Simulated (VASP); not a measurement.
A run of VASP 6.6.1 is set up as follows.

POSCAR

```
PbS
1.0
    2.1126617058      1.2197458045      3.4519162518
   -2.1126617058      1.2197458045      3.4519162518
    0.0000000000     -2.4394916091      3.4519162518
Pb S
1 1
Cartesian
    0.0000000000     -0.0000000001     10.1544928558
    0.0000000000      0.0000000000      4.9193488057
```

INCAR.step1

```
  ALGO = Normal
  EDIFF = 1E-5
  ENCUT = 520
  GGA = PE
  ISIF = 2
  ISMEAR = 1
  LASPH = F
  LCHARG = F
  LREAL = F
  LWAVE = T
  NELM = 80
  PREC = Accurate
  SIGMA = 0.1
```

The input INCAR.step2:

```
  ALGO = Normal
  EDIFF = 1E-8
  ENCUT = 520
  GGA = PS
  HFSCREEN = 0.2
  ISIF = 2
  ISMEAR = 1
  ISTART = 1
  LASPH = F
  LCALCEPS = T
  LCHARG = F
  LHFCALC = T
  LREAL = F
  LWAVE = F
  NELM = 80
  PREC = Accurate
  PRECFOCK = Fast
  SIGMA = 0.1
```

Contents of KPOINTS:

```
k-points
0
Gamma
  4 4 4
```

Potentials or basis: VASP PAW PBE potentials, release 64 (Pb_d, S).

Launch:

```bash
$ cat potpaw_PBE.64/Pb_d/POTCAR potpaw_PBE.64/S/POTCAR > POTCAR
$ cp INCAR.step1 INCAR
$ mpirun -np 1 vasp_std > vasp.out
$ cp INCAR.step2 INCAR
$ mpirun -np 1 vasp_std > vasp.out
```

Q: Predict the band gap on the k mesh.

A: 0.82 eV, direct.

Caveat: the k mesh is coarse (spacing up to 0.46 Å⁻¹), so the values aren't converged, least of all with exact exchange; spin-orbit coupling is left out, which as a rule narrows the gap of such compounds by several tenths of an eV. A k mesh can miss the band edges.
